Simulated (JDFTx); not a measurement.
# Eu (Im-3m) in JDFTx: runs at scaled volumes

Single points of Eu at other volumes, in PBE.

Program: JDFTx 1.7.0 (patched build). These are calculated values, not measurements. Logs are shortened: lines on timing, memory, paths and dates and some standing lists are left out, and cuts for length are marked. The log counts tension as positive stress, the text compression.

### 1 The crystal as given

It takes space group Im-3m (No. 229, cubic). The conventional cell has a = 4.606 Å, b = 4.606 Å, c = 4.606 Å, α = 90.00°, β = 90.00°, γ = 90.00°. Around Eu (site symmetry m-3m) lie 8 Eu at 3.99 Å.

### 2 Equation of state, PBE, 45.93 Å³/atom (volume scaled by 0.94)

Input file Eu.in:

```
lattice \
   -4.2631972086     4.2631972086     4.2631972086 \
    4.2631972086    -4.2631972086     4.2631972086 \
    4.2631972086     4.2631972086    -4.2631972086
coords-type Lattice
ion Eu     0.0000000000     0.0000000000     0.0000000000 1

ion-species pseudo/Eu.upf
elec-cutoff 25
elec-ex-corr gga-PBE
kpoint-folding 8 8 8
elec-smearing Fermi 0.0018374661
elec-n-bands 11
electronic-SCF nIterations 100 energyDiffThreshold 1e-09
electronic-minimize nIterations 30 energyDiffThreshold 1e-7
forces-output-coords Cartesian

dump-name run.$VAR
dump End Ecomponents EigStats BandEigs Kpoints Forces Stress
```

Potentials or basis: PseudoDojo-SR-PBE-0.4 3+ lanthanide files with smoothed tails.

On the command line:

```console
$ jdftx -c 1 -i Eu.in -o Eu.out
```

The program printed:

```text
*************** JDFTx 1.7.0 (patched build) ***************

Input parsed successfully to the following command list (including defaults):
[... the input with its defaults ...]

---------- Setting up symmetries ----------

Found 48 point-group symmetries of the bravais lattice
Found 48 space-group symmetries with basis
Applied RMS atom displacement 0 bohrs to make symmetries exact.

---------- Initializing the Grid ----------
R =
[      -4.2632       4.2632       4.2632  ]
[       4.2632      -4.2632       4.2632  ]
[       4.2632       4.2632      -4.2632  ]
unit cell volume = 309.932
G =
[ 3.39157e-17    0.73691    0.73691  ]
[    0.73691 3.39157e-17    0.73691  ]
[    0.73691    0.73691 3.39157e-17  ]
Minimum fftbox size, Smin = [  36  36  36  ]
Chosen fftbox size, S = [  36  36  36  ]

---------- Exchange Correlation functional ----------
Initalized PBE GGA exchange.
Initalized PBE GGA correlation.

---------- Setting up pseudopotentials ----------
Width of ionic core gaussian charges (only for fluid interactions / plotting) set to 0

Reading pseudopotential file 'pseudo/Eu.upf':
  'Eu' pseudopotential, 'PBE' functional
  Generated using ONCVPSP code by D. R. Hamann
  11 valence electrons, 4 orbitals, 7 projectors, 1001 radial grid points, with lMax = 3
    5S    l: 0   occupation:  2.0   eigenvalue: -1.772185
    5P    l: 1   occupation:  6.0   eigenvalue: -0.978817
    5D    l: 2   occupation:  1.0   eigenvalue: -0.096990
    6S    l: 0   occupation:  2.0   eigenvalue: -0.149191
  Core radius for overlap checks: 2.37 bohrs.

Initialized 1 species with 1 total atoms.

Folded 1 k-points by 8x8x8 to 512 k-points.

---------- Setting up k-points, bands, fillings ----------
Reduced to 29 k-points under symmetry.
Computing the number of bands and number of electrons
Calculating initial fillings.
nElectrons:  11.000000   nBands: 11   nStates: 29

----- Setting up reduced wavefunction bases (one per k-point) -----
average nbasis = 1850.713 , ideal nbasis = 1850.420

---------- Setting up ewald sum ----------
Optimum gaussian width for ewald sums = 2.661848 bohr.
Real space sum over 2197 unit cells with max indices [  6  6  6  ]
Reciprocal space sum over 2197 terms with max indices [  6  6  6  ]

---------- Allocating electronic variables ----------
Initializing wave functions:  linear combination of atomic orbitals
Note: number of bands (11) exceeds available atomic orbitals (10)
Eu pseudo-atom occupations:   s ( 2 2 )  p ( 6 )  d ( 1 )
	FillingsUpdate:  mu: +0.275997171  nElectrons: 11.000000
LCAOMinimize: Iter:   0  F: -36.5974573272024841  |grad|_K:  1.024e-04  alpha:  1.000e+00
	FillingsUpdate:  mu: +0.275749167  nElectrons: 11.000000
LCAOMinimize: Iter:   1  F: -36.5974744295975398  |grad|_K:  6.433e-06  alpha:  9.288e-01  linmin:  8.176e-04  cgtest: -3.058e-02
	FillingsUpdate:  mu: +0.275755897  nElectrons: 11.000000
LCAOMinimize: Iter:   2  F: -36.5974745030661737  |grad|_K:  2.556e-07  alpha:  1.013e+00  linmin:  1.268e-03  cgtest:  5.960e-02
LCAOMinimize: Encountered beta<0, resetting CG.
	FillingsUpdate:  mu: +0.275756413  nElectrons: 11.000000
LCAOMinimize: Iter:   3  F: -36.5974745031754267  |grad|_K:  1.394e-08  alpha:  9.346e-01  linmin: -5.428e-02  cgtest:  2.778e-01
LCAOMinimize: Encountered beta<0, resetting CG.
LCAOMinimize: Converged (|Delta F|<1.000000e-06 for 2 iters).

-------- Electronic minimization -----------
Will mix electronic density at each iteration.
	FillingsUpdate:  mu: +0.275756413  nElectrons: 11.000000
	FillingsUpdate:  mu: +0.266316530  nElectrons: 11.000000
SCF: Cycle:  0   F: -36.612605246030157   dF: -1.513e-02   |Residual|: 2.939e-02   |deigs|: 6.516e-02
	FillingsUpdate:  mu: +0.263590296  nElectrons: 11.000000
SCF: Cycle:  1   F: -36.613381733594316   dF: -7.765e-04   |Residual|: 1.707e-02   |deigs|: 7.624e-03
	FillingsUpdate:  mu: +0.260267970  nElectrons: 11.000000
SCF: Cycle:  2   F: -36.613712621425989   dF: -3.309e-04   |Residual|: 3.953e-03   |deigs|: 8.902e-03
	FillingsUpdate:  mu: +0.260899574  nElectrons: 11.000000
SCF: Cycle:  3   F: -36.613710210558672   dF: +2.411e-06   |Residual|: 2.350e-03   |deigs|: 2.136e-03
	FillingsUpdate:  mu: +0.260476691  nElectrons: 11.000000
SCF: Cycle:  4   F: -36.613718082701872   dF: -7.872e-06   |Residual|: 2.338e-04   |deigs|: 1.189e-03
	FillingsUpdate:  mu: +0.260463787  nElectrons: 11.000000
SCF: Cycle:  5   F: -36.613718132842671   dF: -5.014e-08   |Residual|: 2.821e-04   |deigs|: 9.519e-05
	FillingsUpdate:  mu: +0.260468803  nElectrons: 11.000000
SCF: Cycle:  6   F: -36.613718157674136   dF: -2.483e-08   |Residual|: 4.865e-05   |deigs|: 1.379e-04
	FillingsUpdate:  mu: +0.260470568  nElectrons: 11.000000
SCF: Cycle:  7   F: -36.613718159636910   dF: -1.963e-09   |Residual|: 2.903e-05   |deigs|: 7.752e-05
	FillingsUpdate:  mu: +0.260470910  nElectrons: 11.000000
SCF: Cycle:  8   F: -36.613718160096631   dF: -4.597e-10   |Residual|: 1.722e-05   |deigs|: 2.445e-05
	FillingsUpdate:  mu: +0.260471907  nElectrons: 11.000000
SCF: Cycle:  9   F: -36.613718160315287   dF: -2.187e-10   |Residual|: 1.588e-06   |deigs|: 1.949e-05
SCF: Converged (|Delta E|<1.000000e-09 for 2 iters).

Setting wave functions to eigenvectors of Hamiltonian

# Stress tensor in Cartesian coordinates [Eh/a0^3]:
[  0.000236416            0            0  ]
[            0  0.000236416            0  ]
[            0            0  0.000236416  ]

# Ionic positions in lattice coordinates:
ion Eu   0.000000000000000   0.000000000000000   0.000000000000000 1

# Forces in Cartesian coordinates:
force Eu  -0.000000000000000  -0.000000000000000   0.000000000000000 1

# Energy components:
   Eewald =      -25.8225942786702447
       EH =        6.4935255947224926
     Eloc =      -23.0338545617510775
      Enl =        2.0817933016319303
      Exc =      -10.0586566161055018
 Exc_core =        4.2340824147862568
       KE =        9.4929886232795155
-------------------------------------
     Etot =      -36.6127155221066261
       TS =        0.0010026382086577
-------------------------------------
        F =      -36.6137181603152868

IonicMinimize: Iter:   0  F: -36.613718160315287  |grad|_K:  0.000e+00
IonicMinimize: Converged (|grad|_K<1.000000e-04).

#--- Lowdin population analysis ---
# oxidation-state Eu +0.066

Dumping 'run.eigStats' ...
	eMin: -1.342774 at state 0 ( [ +0.000000 +0.000000 +0.000000 ] spin 0 )
	HOMO: +0.259414 at state 9 ( [ +0.000000 +0.250000 +0.375000 ] spin 0 )
	mu  : +0.260472
	LUMO: +0.261194 at state 11 ( [ +0.125000 +0.125000 +0.250000 ] spin 0 )
	eMax: +0.623867 at state 13 ( [ +0.125000 +0.125000 -0.125000 ] spin 0 )
	HOMO-LUMO gap: +0.001780
	Optical gap  : +0.002962 at state 9 ( [ +0.000000 +0.250000 +0.375000 ] spin 0 )
Done!
```

Run time: 22 s. Hardware: 1 thread of Arm Neoverse V1, shared host; peak memory 0.06 GiB.

What came out:

| Quantity | Value |
| --- | --- |
| Free energy | -996.3100 eV |
| Pressure | -7.0 GPa |
| Band gap on the k mesh | none (metal or under the smearing width) |

Caveat: the 4f electrons are frozen in the core as for a trivalent ion, so they carry no moment and show no levels, and Eu and Yb are often divalent.

### 3 Equation of state, PBE, 46.90 Å³/atom (volume scaled by 0.96)

Input file Eu.in:

```
lattice \
   -4.2932207134     4.2932207134     4.2932207134 \
    4.2932207134    -4.2932207134     4.2932207134 \
    4.2932207134     4.2932207134    -4.2932207134
coords-type Lattice
ion Eu     0.0000000000     0.0000000000     0.0000000000 1

ion-species pseudo/Eu.upf
elec-cutoff 25
elec-ex-corr gga-PBE
kpoint-folding 8 8 8
elec-smearing Fermi 0.0018374661
elec-n-bands 11
electronic-SCF nIterations 100 energyDiffThreshold 1e-09
electronic-minimize nIterations 30 energyDiffThreshold 1e-7
forces-output-coords Cartesian

dump-name run.$VAR
dump End Ecomponents EigStats BandEigs Kpoints Forces Stress ElecDensity Dtot KEdensity
```

Potentials or basis: PseudoDojo-SR-PBE-0.4 3+ lanthanide files with smoothed tails.

On the command line:

```console
$ jdftx -c 1 -i Eu.in -o Eu.out
```

Run time: 23 s. Hardware: 1 thread of Arm Neoverse V1, shared host; peak memory 0.07 GiB.

It converged, with:

```
Free energy            : -996.2670 eV
Pressure               : -7.2 GPa
Band gap on the k mesh : none (metal or under the smearing width)
```

Caveat: the 4f electrons are frozen in the core as for a trivalent ion, so they carry no moment and show no levels, and Eu and Yb are often divalent.

### 4 Equation of state, PBE, 47.88 Å³/atom (volume scaled by 0.98)

Eu.in, as its differences from that of step 3:

```diff
@@ -1,5 +1,5 @@
 lattice \
-   -4.2932207134     4.2932207134     4.2932207134 \
-    4.2932207134    -4.2932207134     4.2932207134 \
-    4.2932207134     4.2932207134    -4.2932207134
+   -4.3228300676     4.3228300676     4.3228300676 \
+    4.3228300676    -4.3228300676     4.3228300676 \
+    4.3228300676     4.3228300676    -4.3228300676
 coords-type Lattice
```

On the command line:

```console
$ jdftx -c 1 -i Eu.in -o Eu.out
```

Run time: 23 s. Hardware: 1 thread of Arm Neoverse V1, shared host; peak memory 0.07 GiB.

The run converged. Its results:

```yaml
Free_energy: -996.2228 eV
Pressure: -7.3 GPa
Band_gap_on_the_k_mesh: none (metal or under the smearing width)
```

Caveat: the 4f electrons are frozen in the core as for a trivalent ion, so they carry no moment and show no levels, and Eu and Yb are often divalent.

### 5 Equation of state, PBE, 48.86 Å³/atom

Eu.in, as its differences from that of step 4:

```diff
@@ -1,5 +1,5 @@
 lattice \
-   -4.3228300676     4.3228300676     4.3228300676 \
-    4.3228300676    -4.3228300676     4.3228300676 \
-    4.3228300676     4.3228300676    -4.3228300676
+   -4.3520392650     4.3520392650     4.3520392650 \
+    4.3520392650    -4.3520392650     4.3520392650 \
+    4.3520392650     4.3520392650    -4.3520392650
 coords-type Lattice
```

On the command line:

```console
$ jdftx -c 1 -i Eu.in -o Eu.out
```

Run time: 23 s. Hardware: 1 thread of Arm Neoverse V1, shared host; peak memory 0.07 GiB.

It converged, with:

```yaml
Free_energy: -996.1776 eV
Pressure: -7.5 GPa
Band_gap_on_the_k_mesh: none (metal or under the smearing width)
```

Caveat: the 4f electrons are frozen in the core as for a trivalent ion, so they carry no moment and show no levels, and Eu and Yb are often divalent.

### 6 Equation of state, PBE, 49.84 Å³/atom (volume scaled by 1.02)

Eu.in, as its differences from that of step 5:

```diff
@@ -1,5 +1,5 @@
 lattice \
-   -4.3520392650     4.3520392650     4.3520392650 \
-    4.3520392650    -4.3520392650     4.3520392650 \
-    4.3520392650     4.3520392650    -4.3520392650
+   -4.3808615570     4.3808615570     4.3808615570 \
+    4.3808615570    -4.3808615570     4.3808615570 \
+    4.3808615570     4.3808615570    -4.3808615570
 coords-type Lattice
```

Potentials or basis: PseudoDojo-SR-PBE-0.4 3+ lanthanide files with smoothed tails.

On the command line:

```console
$ jdftx -c 1 -i Eu.in -o Eu.out
```

Run time: 31 s. Hardware: 1 thread of Arm Neoverse V1, shared host; peak memory 0.07 GiB.

It converged, with:

| Property | Result |
| --- | --- |
| Free energy | -996.1316 eV |
| Pressure | -7.6 GPa |
| Band gap on the k mesh | none (metal or under the smearing width) |

Caveat: the 4f electrons are frozen in the core as for a trivalent ion, so they carry no moment and show no levels, and Eu and Yb are often divalent.

### 7 Equation of state, PBE, 50.81 Å³/atom (volume scaled by 1.04)

Eu.in, as its differences from that of step 6:

```diff
@@ -1,5 +1,5 @@
 lattice \
-   -4.3808615570     4.3808615570     4.3808615570 \
-    4.3808615570    -4.3808615570     4.3808615570 \
-    4.3808615570     4.3808615570    -4.3808615570
+   -4.4093095071     4.4093095071     4.4093095071 \
+    4.4093095071    -4.4093095071     4.4093095071 \
+    4.4093095071     4.4093095071    -4.4093095071
 coords-type Lattice
```

On the command line:

```console
$ jdftx -c 1 -i Eu.in -o Eu.out
```

Wall time 24 s (1 thread of Arm Neoverse V1, shared host); peak memory 0.07 GiB.

Results (log left out):

```
Free energy            : -996.0849 eV
Pressure               : -7.7 GPa
Band gap on the k mesh : none (metal or under the smearing width)
```

Caveat: the 4f electrons are frozen in the core as for a trivalent ion, so they carry no moment and show no levels, and Eu and Yb are often divalent.

### 8 Equation of state, PBE, 51.79 Å³/atom (volume scaled by 1.06)

Eu.in, as its differences from that of step 7:

```diff
@@ -1,5 +1,5 @@
 lattice \
-   -4.4093095071     4.4093095071     4.4093095071 \
-    4.4093095071    -4.4093095071     4.4093095071 \
-    4.4093095071     4.4093095071    -4.4093095071
+   -4.4373950382     4.4373950382     4.4373950382 \
+    4.4373950382    -4.4373950382     4.4373950382 \
+    4.4373950382     4.4373950382    -4.4373950382
 coords-type Lattice
```

On the command line:

```console
$ jdftx -c 1 -i Eu.in -o Eu.out
```

It took 28 s on 1 thread of Arm Neoverse V1, shared host; peak memory 0.07 GiB.

Results (log left out):

| Item | Value |
| --- | --- |
| Free energy | -996.0376 eV |
| Pressure | -7.8 GPa |
| Band gap on the k mesh | none (metal or under the smearing width) |

Caveat: the 4f electrons are frozen in the core as for a trivalent ion, so they carry no moment and show no levels, and Eu and Yb are often divalent.
